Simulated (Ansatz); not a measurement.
**InP: input, output and frames of a trajectory**

All numbers below come from DFT PBE, scalar-relativistic, plane waves, PAW (Ansatz 0.2.0). The runs took a 420 eV cutoff, a shifted (0.5, 0.5, 0.5 steps) 2×2×2 mesh and Fermi–Dirac smearing (0.13 eV). The mesh is coarse. No spin polarisation.

16 atoms, starting at 1.10 times the perfect crystal's volume (space group F-43m); Langevin thermostat at 1500 K (friction 0.02 fs⁻¹), fixed cell; 172 steps of 3 fs. The run is short and not equilibrated.

Self-consistency was reached.

Time: 13 min on 4 threads of Intel(R) Xeon(R) Processor @ 2.70GHz, on a shared host, peak memory 1.2 GiB.

Command:
```bash
ansatz run input.yaml --threads 4 --pin off --max-ram 9216MiB --backend cpu --events-out ev --progress --plain --runs-dir out
```

Input:
```yaml
crystal:
  lattice:
    - [-6.1524601116, -6.1524601116, 0.0]
    - [0.0, -6.1524601116, 6.1524601116]
    - [-6.1524601116, 0.0, 6.1524601116]
  atoms:
    - { symbol: In, position: [0.5, 0.0, 0.0] }
    - { symbol: In, position: [0.0, 0.0, 0.0] }
    - { symbol: In, position: [0.5, 0.5, 0.0] }
    - { symbol: In, position: [0.0, 0.5, 0.0] }
    - { symbol: In, position: [0.5, 0.0, 0.5] }
    - { symbol: In, position: [0.0, 0.0, 0.5] }
    - { symbol: In, position: [0.5, 0.5, 0.5] }
    - { symbol: In, position: [0.0, 0.5, 0.5] }
    - { symbol: P, position: [0.375, 0.375, 0.375] }
    - { symbol: P, position: [0.875, 0.375, 0.375] }
    - { symbol: P, position: [0.375, 0.875, 0.375] }
    - { symbol: P, position: [0.875, 0.875, 0.375] }
    - { symbol: P, position: [0.375, 0.375, 0.875] }
    - { symbol: P, position: [0.875, 0.375, 0.875] }
    - { symbol: P, position: [0.375, 0.875, 0.875] }
    - { symbol: P, position: [0.875, 0.875, 0.875] }
basis:
  ecutwfc: 420
kpoints:
  mp_grid: { grid: [2, 2, 2], shift: [0.5, 0.5, 0.5] }
hamiltonian:
  xc: pbe
scf:
  occupations: { method: fermi_dirac, width: 0.1293 }
  lower_state_search: "off"
  convergence: { dr2_threshold: 1.0e-07 }
output:
  forces: true
  stress: true
md:
  timestep: 3.0
  n_steps: 172
  ensemble: nvt_langevin
  temperature: 1500.0
  initial_velocities: maxwell_boltzmann
  seed: 25518
  friction: 0.02
```

Output (its end):
```
...
md step   172: t =   516.00 fs T =  1078.8 K  F+E_penalty+E_count = -50828.14474607 eV  E_kin = 2.231083 eV  P_inst = -2.7776 GPa (7 SCF iters)
SCF converged after 7 iterations
Free energy (F): -50828.144746 eV
Harris-Foulkes:  -50828.144746 eV  (|F-HF|=1.02e-8)
Internal energy: -50828.059758 eV  (E = F + TS)
E sigma→0 (E₀):  -50828.102252 eV
Entropy (-TS):   -0.084988 eV (-5.312 meV/atom)
Fermi energy:    5.854980 eV
--- Per-component energies (eV) ---
  E_band       = -628.357804
  E_kinetic    = 2475.255159
  E_local      = -11958.247397  (includes V_loc(G=0)·N_el)
  E_nonlocal   = 3208.011339
  E_hartree    = 4698.252039
  E_xc         = -2198.489358
  E_vxc        = -1259.299601  (∫ρ·V_xc dr)
  E_paw        = -37796.153432  (= ΣΔE_a)
  E_vpaw       = -2490.580916  (= ΣTr[D̂ρ^β])
  E_aug_tail   = 0.000232  (compensation charges beyond the density's cutoff)
  E_ewald      = -9256.688340
  E_smearing   = -0.084988  (= −TS)
  E_closure    = 0.000000  (closes the sum)
  Σ components = -50828.144746   (vs F -50828.144746, Δ=0.00e0)
--- Forces (eV/Å), atoms counted from 1 ---
  atom   1  In     0.25732215    -0.63142233     0.02988730
  atom   2  In     0.53882650     1.39800162     1.06498487
  atom   3  In     1.38864221    -0.27640097    -2.04289979
  atom   4  In    -0.01177898    -1.33169601     0.37616925
  atom   5  In    -0.72858301     0.17632640    -0.51634628
  atom   6  In    -1.21540591    -0.83946718     1.19750246
  atom   7  In    -1.32356288    -0.20253318     0.47857013
  atom   8  In     1.08701156     0.79236546     0.94661741
  atom   9  P     -0.90622383     1.75331049    -0.27556513
  atom  10  P     -1.46535692     0.85246366     0.28809714
  atom  11  P      0.90734802    -0.14080495     1.09526282
  atom  12  P      1.03353602    -0.08686302    -0.69523441
  atom  13  P      0.25748994     0.73714456     0.73120807
  atom  14  P      0.16722722    -0.61886652    -0.92283782
  atom  15  P      0.57214409    -0.71745224     0.29023614
  atom  16  P     -0.55863388    -0.86408967    -2.04565782
  max |Σ_I F_I| component: 1.61e-5 eV/Å
--- Stress (GPa, compression-positive) ---
       -3.541153      -0.195180      -0.101505
       -0.195180      -3.088771       0.630460
       -0.101505       0.630460      -3.237703
  P = ⅓ Tr σ = -3.2892 GPa (-32.892 kbar)
--- MD trajectory: 172 steps, t = 0.0 → 516.0 fs ---
  final state: T = 1078.8 K   F+E_penalty+E_count = -50828.14474607 eV   E_kin = 2.231083 eV
```

Frames along the run (Å, eV/Å; dE is the potential energy from the first frame):

```xyz
16
Lattice="-6.152 -6.152 0.000 0.000 -6.152 6.152 -6.152 0.000 6.152" Properties=species:S:1:pos:R:3:forces:R:3 pbc="T T T" time_fs=0.00 dE_eV=0.0000 T_K=1406
In   -3.076   -3.076    0.000    0.011    0.011   -0.011
In    0.000    0.000    0.000    0.011    0.011   -0.011
In   -3.076   -6.152    3.076    0.011    0.011   -0.011
In    0.000   -3.076    3.076    0.011    0.011   -0.011
In   -6.152   -3.076    3.076    0.011    0.011   -0.011
In   -3.076    0.000    3.076    0.011    0.011   -0.011
In   -6.152   -6.152    6.152    0.011    0.011   -0.011
In   -3.076   -3.076    6.152    0.011    0.011   -0.011
P    -4.614   -4.614    4.614   -0.011   -0.011    0.011
P    -7.691   -7.691    4.614   -0.011   -0.011    0.011
P    -4.614   -7.691    7.691   -0.011   -0.011    0.011
P    -7.691  -10.767    7.691   -0.011   -0.011    0.011
P    -7.691   -4.614    7.691   -0.011   -0.011    0.011
P   -10.767   -7.691    7.691   -0.011   -0.011    0.011
P    -7.691   -7.691   10.767   -0.011   -0.011    0.011
P   -10.767  -10.767   10.767   -0.011   -0.011    0.011
16
Lattice="-6.152 -6.152 0.000 0.000 -6.152 6.152 -6.152 0.000 6.152" Properties=species:S:1:pos:R:3:forces:R:3 pbc="T T T" time_fs=39.00 dE_eV=1.3477 T_K=852
In   -2.929   -3.012   -0.008   -0.126    0.559   -0.209
In    0.020   -0.048    0.099    1.255    0.485    0.055
In   -3.215   -6.066    3.083    1.072    0.223    0.371
In   -0.151   -3.165    3.024    1.136    0.302    0.757
In   -6.179   -3.094    3.035    0.016    0.276   -0.047
In   -2.920    0.074    3.239   -0.772   -0.739    0.340
In   -6.167   -6.270    6.219    0.608    0.210   -0.106
In   -3.222   -2.989    6.247    1.098   -1.527   -0.756
P    -4.604   -4.517    4.611   -0.637   -0.433    0.408
P    -7.634   -7.940    4.824   -0.188    1.018   -0.793
P    -4.547   -7.734    7.702    0.190    0.321    0.437
P    -7.689  -10.954    7.717    0.054    1.183    0.066
P    -7.655   -4.603    7.661   -0.553   -0.649   -0.249
P   -10.572   -7.807    7.827   -1.997    0.906    0.590
P    -7.537   -7.453   10.791   -0.893   -1.229   -0.763
P   -10.677  -10.594   10.821   -0.262   -0.908   -0.099
16
Lattice="-6.152 -6.152 0.000 0.000 -6.152 6.152 -6.152 0.000 6.152" Properties=species:S:1:pos:R:3:forces:R:3 pbc="T T T" time_fs=78.00 dE_eV=2.0391 T_K=811
In   -2.876   -2.973    0.031   -0.716    1.416   -0.810
In    0.075    0.039    0.077   -0.302   -0.809   -0.131
In   -3.238   -6.041    3.177   -0.482    0.800   -0.226
In   -0.177   -3.115    3.158    0.077   -0.464    0.256
In   -6.205   -3.089    3.033    0.349    0.453    0.440
In   -2.805    0.169    3.458   -1.176   -0.215   -0.279
In   -6.221   -6.421    6.262    0.850    0.930    0.571
In   -3.204   -3.017    6.307   -0.620   -0.850    0.957
P    -4.830   -4.488    4.837    0.267   -0.680   -0.280
P    -7.816   -7.810    4.932    0.422    0.035   -1.330
P    -4.545   -7.885    7.706   -0.077    1.264    0.709
P    -7.537  -10.906    7.818   -1.294    0.596   -0.135
P    -7.871   -4.578    7.511    1.491   -1.436    2.038
P   -10.937   -7.676    7.935    0.360   -0.137   -0.472
P    -7.790   -7.504   10.625    1.007   -0.604    0.785
P   -10.726  -10.633   11.198   -0.157   -0.299   -2.093
16
Lattice="-6.152 -6.152 0.000 0.000 -6.152 6.152 -6.152 0.000 6.152" Properties=species:S:1:pos:R:3:forces:R:3 pbc="T T T" time_fs=120.00 dE_eV=2.0833 T_K=1339
In   -2.939   -2.770   -0.023    0.118   -1.193   -0.107
In    0.079   -0.035   -0.085    0.605    0.881    0.820
In   -3.135   -5.946    3.311   -0.695   -1.257    0.000
In   -0.166   -3.153    3.142    0.904   -0.881   -0.884
In   -6.180   -2.973    3.033    1.414   -0.043    0.206
In   -2.769    0.287    3.371   -0.450   -0.767   -0.468
In   -6.208   -6.309    6.258    0.546   -0.084    0.893
In   -3.231   -3.024    6.299    0.221   -0.242    0.074
P    -4.781   -4.744    4.769    0.090    1.227    0.261
P    -7.483   -7.841    4.649   -2.135    1.207    1.320
P    -4.351   -7.749    7.774   -0.922    1.307    0.880
P    -7.454  -10.712    7.808   -1.239   -0.316   -1.059
P    -7.815   -4.753    7.940    0.776    0.715   -1.821
P   -11.062   -7.679    7.857    1.330    0.129   -0.269
P    -7.492   -7.559   10.709   -1.155   -0.205   -0.104
P   -10.748  -10.569   10.823    0.594   -0.478    0.258
16
Lattice="-6.152 -6.152 0.000 0.000 -6.152 6.152 -6.152 0.000 6.152" Properties=species:S:1:pos:R:3:forces:R:3 pbc="T T T" time_fs=159.00 dE_eV=3.1814 T_K=1523
In   -2.876   -2.729    0.069   -0.006   -0.739   -0.658
In    0.224   -0.069   -0.124    0.368    1.447    0.547
In   -3.139   -5.909    3.286   -0.337   -0.349   -0.360
In   -0.140   -3.215    2.978    0.684    0.093    0.680
In   -6.156   -2.831    3.066    1.019   -1.519   -1.532
In   -2.721    0.198    3.128   -0.171    0.323    0.813
In   -6.146   -6.174    6.239    0.974   -0.977    0.677
In   -3.132   -2.986    6.296   -2.053    2.148   -1.436
P    -4.958   -4.593    4.830    1.723    1.473   -1.429
P    -7.426   -7.650    4.744   -1.626   -0.879   -0.908
P    -4.248   -7.354    7.800   -1.175   -1.012   -0.236
P    -7.945  -10.658    7.349    3.252   -1.806    2.010
P    -7.639   -4.783    7.585   -1.499    1.370    1.005
P   -10.989   -7.617    7.864    1.127    0.070   -0.130
P    -7.342   -7.441   10.595   -2.504    0.301    0.799
P   -10.633  -10.615   10.760    0.224    0.056    0.158
16
Lattice="-6.152 -6.152 0.000 0.000 -6.152 6.152 -6.152 0.000 6.152" Properties=species:S:1:pos:R:3:forces:R:3 pbc="T T T" time_fs=198.00 dE_eV=2.0995 T_K=1334
In   -2.738   -2.596    0.122   -1.172   -0.036   -0.744
In    0.378   -0.006   -0.219   -0.700    1.096   -0.219
In   -3.086   -5.874    3.280   -1.418    1.192   -0.893
In    0.013   -3.167    2.877    0.319    0.355    0.976
In   -6.203   -2.917    2.979   -0.458    0.572   -1.393
In   -2.700    0.213    3.075   -0.662   -0.056    0.665
In   -6.077   -6.060    6.121   -0.739    0.418   -0.570
In   -3.190   -2.867    6.216    0.100    0.089    0.362
P    -4.765   -4.151    4.610    0.324   -1.391    0.350
P    -7.692   -7.781    4.693    0.774    0.858   -0.670
P    -4.363   -7.174    7.575   -0.303   -1.162    0.806
P    -7.752  -10.784    7.345    1.102    0.698    0.596
P    -7.899   -4.467    7.634    1.095   -0.520    0.039
P   -10.782   -7.421    7.797    0.198   -0.771    0.243
P    -7.694   -7.300   10.594    1.560   -1.456    0.866
P   -10.504  -10.546   10.768   -0.020    0.115   -0.413
16
Lattice="-6.152 -6.152 0.000 0.000 -6.152 6.152 -6.152 0.000 6.152" Properties=species:S:1:pos:R:3:forces:R:3 pbc="T T T" time_fs=237.00 dE_eV=2.2356 T_K=1397
In   -2.846   -2.662   -0.006   -0.130    0.027   -0.182
In    0.430    0.261   -0.257   -0.618    0.078    0.808
In   -3.200   -5.763    3.258    0.761    0.066    0.377
In    0.132   -3.054    2.750   -1.137   -0.349    0.729
In   -6.271   -3.013    2.780    0.314    1.547    0.019
In   -2.730    0.104    3.261   -0.258    0.448   -0.324
In   -6.066   -6.005    6.041    0.052   -0.221    0.561
In   -3.294   -2.692    6.395    1.604   -1.435   -1.543
P    -4.943   -4.205    4.536    1.489   -0.406    1.039
P    -7.479   -7.692    4.574   -0.282   -0.291    0.752
P    -4.285   -7.303    7.785   -1.294   -0.835   -0.801
P    -7.572  -10.832    7.595   -0.533    0.646   -0.726
P    -7.768   -4.525    7.616    0.279    0.101   -0.214
P   -10.721   -7.444    7.914   -0.262    1.263   -0.453
P    -7.392   -7.298   10.738   -1.061   -0.732   -0.765
P   -10.601  -10.463   10.521    1.076    0.093    0.723
16
Lattice="-6.152 -6.152 0.000 0.000 -6.152 6.152 -6.152 0.000 6.152" Properties=species:S:1:pos:R:3:forces:R:3 pbc="T T T" time_fs=279.00 dE_eV=3.2139 T_K=1010
In   -3.015   -2.820   -0.192    1.273    0.956    1.110
In    0.557    0.427   -0.178   -1.869    0.405   -0.764
In   -3.118   -5.658    3.292   -0.230   -0.567    1.407
In    0.046   -3.017    2.547   -0.149    0.243    0.826
In   -6.172   -2.964    2.786   -1.365   -0.730    1.195
In   -2.706    0.123    3.291   -0.436    0.289   -0.947
In   -6.192   -6.035    6.176    0.775   -0.430    0.232
In   -3.157   -2.591    6.389    0.457   -0.435   -0.613
P    -4.890   -4.140    4.943    0.707   -0.326   -0.986
P    -7.297   -7.669    4.544   -1.325   -0.126    0.148
P    -4.645   -7.842    7.581    0.953    1.996   -0.063
P    -7.839  -10.746    7.353    0.672    0.466    0.918
P    -7.852   -4.631    7.622    0.417    0.872   -0.561
P   -10.882   -7.107    7.797    1.095   -0.912    0.588
P    -7.454   -7.405   10.862   -0.237    0.227   -0.920
P   -10.512  -10.221   10.579   -0.738   -1.929   -1.569
16
Lattice="-6.152 -6.152 0.000 0.000 -6.152 6.152 -6.152 0.000 6.152" Properties=species:S:1:pos:R:3:forces:R:3 pbc="T T T" time_fs=318.00 dE_eV=3.1032 T_K=1359
In   -3.108   -2.867   -0.215    0.571    1.150    0.138
In    0.517    0.571   -0.265   -1.637   -0.516    0.073
In   -3.240   -5.663    3.257    1.022   -0.352    0.758
In   -0.028   -3.066    2.575   -0.523    1.212   -0.274
In   -6.124   -2.935    2.943   -0.412    0.200    0.205
In   -2.801    0.259    3.219   -0.216    0.064   -1.590
In   -6.156   -6.099    6.339   -0.147    0.229   -1.852
In   -3.072   -2.470    6.232    0.053   -0.490   -0.367
P    -4.610   -4.172    4.923   -0.883   -0.665   -0.862
P    -7.713   -7.806    4.367    0.833    1.138    0.272
P    -4.690   -7.405    7.718    1.809   -1.128    0.421
P    -7.738  -10.372    7.266    1.207   -1.038    1.511
P    -7.794   -4.652    7.536   -0.938    1.038   -0.119
P   -10.623   -7.146    7.686   -1.030   -0.146    0.031
P    -7.383   -7.275   10.624   -0.854   -0.153    0.320
P   -10.674  -10.293   10.216    1.144   -0.543    1.334
16
Lattice="-6.152 -6.152 0.000 0.000 -6.152 6.152 -6.152 0.000 6.152" Properties=species:S:1:pos:R:3:forces:R:3 pbc="T T T" time_fs=357.00 dE_eV=2.5393 T_K=1272
In   -3.159   -2.726   -0.140    0.404    1.141    0.002
In    0.378    0.562   -0.584   -1.102   -1.083    1.384
In   -3.219   -5.629    3.365   -0.006   -0.105   -1.081
In   -0.179   -2.989    2.523    1.086    1.405    0.447
In   -6.093   -2.905    3.044   -0.272    0.100   -0.233
In   -2.806    0.467    3.177    1.149   -0.894   -1.339
In   -6.096   -6.063    6.381    0.055   -0.099   -0.657
In   -3.112   -2.496    6.119    1.254   -0.358    0.265
P    -4.613   -4.148    4.928   -0.981   -0.770   -0.583
P    -7.630   -7.624    4.293    0.380    0.724    1.173
P    -4.418   -7.385    8.016   -0.402   -0.199   -1.218
P    -7.486  -10.507    7.418   -0.134    0.451    0.279
P    -7.915   -4.396    7.422   -0.252   -0.944    0.179
P   -10.668   -7.208    7.626   -0.875    0.328   -0.053
P    -7.657   -7.214   10.449    0.570   -0.613    1.074
P   -10.522  -10.239   10.290   -0.873    0.916    0.361
16
Lattice="-6.152 -6.152 0.000 0.000 -6.152 6.152 -6.152 0.000 6.152" Properties=species:S:1:pos:R:3:forces:R:3 pbc="T T T" time_fs=396.00 dE_eV=2.5001 T_K=1518
In   -3.191   -2.682   -0.037    0.054    0.130    0.913
In    0.157    0.453   -0.678   -0.195    0.358    1.213
In   -3.143   -5.698    3.315   -0.081   -0.530   -0.160
In    0.006   -2.610    2.463   -0.597   -0.300    1.040
In   -5.850   -2.798    2.987   -1.693   -0.702    0.390
In   -2.695    0.566    3.139   -0.040   -0.074    0.572
In   -6.091   -5.979    6.430    0.460    0.658    0.644
In   -3.091   -2.518    6.134    0.348   -0.103    0.180
P    -4.754   -4.342    4.750    0.554    0.683    0.654
P    -7.344   -7.127    4.673   -1.325   -1.472   -0.997
P    -4.361   -7.287    8.107    0.021    0.420   -1.468
P    -7.576  -10.411    7.600    0.636    0.933   -1.006
P    -7.978   -4.432    7.630    0.998    0.695    0.023
P   -10.877   -6.964    7.622    0.701   -0.115   -1.075
P    -7.818   -7.420   10.804    0.967    0.419   -0.922
P   -10.575  -10.011   10.375   -0.808   -1.000   -0.002
16
Lattice="-6.152 -6.152 0.000 0.000 -6.152 6.152 -6.152 0.000 6.152" Properties=species:S:1:pos:R:3:forces:R:3 pbc="T T T" time_fs=438.00 dE_eV=2.7116 T_K=1359
In   -3.129   -2.602    0.148    0.225   -0.825   -0.388
In   -0.046    0.413   -0.520    0.796    1.195    0.256
In   -3.127   -5.862    3.263    0.344    0.469    0.506
In    0.241   -2.452    2.446   -1.109   -0.796    1.555
In   -5.950   -2.707    3.098    0.645   -0.557   -0.380
In   -2.506    0.676    3.125   -1.092    0.680   -0.393
In   -5.999   -5.875    6.515   -0.998    0.219   -0.751
In   -3.140   -2.342    6.112    0.421   -1.268    0.063
P    -4.661   -4.281    4.939    0.585    0.337   -0.772
P    -7.721   -7.143    4.710    1.531   -0.136   -0.092
P    -4.344   -7.155    7.897    0.232   -0.404    0.581
P    -7.278  -10.282    7.472   -0.947    0.359    0.004
P    -7.579   -4.341    7.971   -0.612    0.525   -0.815
P   -10.739   -6.911    7.500    0.313    0.588   -0.475
P    -7.567   -7.603   10.742   -1.013    0.787    0.019
P   -10.702   -9.922   10.352    0.680   -1.171    1.080
16
Lattice="-6.152 -6.152 0.000 0.000 -6.152 6.152 -6.152 0.000 6.152" Properties=species:S:1:pos:R:3:forces:R:3 pbc="T T T" time_fs=477.00 dE_eV=2.6858 T_K=1621
In   -2.912   -2.394    0.275   -0.637   -1.290    0.599
In   -0.060    0.444   -0.345   -0.006    0.984   -0.327
In   -3.125   -5.878    3.339   -0.062    0.889   -0.231
In    0.232   -2.488    2.568   -0.142   -0.336    1.741
In   -5.871   -2.655    3.048   -0.094   -0.085   -0.120
In   -2.417    0.687    3.159   -1.458    1.055   -0.142
In   -5.919   -5.790    6.374   -1.267    0.001   -0.175
In   -3.202   -2.390    6.142    1.607   -0.168   -0.310
P    -4.662   -4.069    4.933    0.363   -0.690   -1.103
P    -7.540   -7.244    4.461    0.926   -0.552    1.158
P    -4.364   -7.020    7.997    0.378   -0.125    0.009
P    -7.402  -10.115    7.506   -0.647   -0.080    0.008
P    -7.623   -4.275    7.994   -0.049    0.074   -0.936
P   -10.746   -6.870    7.391    0.305   -0.296    1.197
P    -7.707   -7.563   10.713    0.528    1.042   -0.115
P   -10.673   -9.987   10.999    0.256   -0.422   -1.254
16
Lattice="-6.152 -6.152 0.000 0.000 -6.152 6.152 -6.152 0.000 6.152" Properties=species:S:1:pos:R:3:forces:R:3 pbc="T T T" time_fs=516.00 dE_eV=3.2570 T_K=1079
In   -2.886   -2.308    0.314    0.257   -0.631    0.030
In   -0.033    0.473   -0.394    0.539    1.398    1.065
In   -3.263   -5.759    3.397    1.389   -0.276   -2.043
In    0.276   -2.555    2.823   -0.012   -1.332    0.376
In   -5.813   -2.637    3.110   -0.729    0.176   -0.516
In   -2.458    0.815    3.056   -1.215   -0.839    1.198
In   -5.939   -5.759    6.142   -1.324   -0.203    0.479
In   -3.175   -2.370    5.963    1.087    0.792    0.947
P    -4.444   -4.262    4.830   -0.906    1.753   -0.276
P    -7.231   -7.328    4.482   -1.465    0.852    0.288
P    -4.489   -6.971    7.812    0.907   -0.141    1.095
P    -7.662   -9.916    7.599    1.034   -0.087   -0.695
P    -7.635   -4.320    7.633    0.257    0.737    0.731
P   -10.814   -6.880    7.676    0.167   -0.619   -0.923
P    -7.717   -7.241   10.670    0.572   -0.717    0.290
P   -10.484  -10.028   11.209   -0.559   -0.864   -2.046
```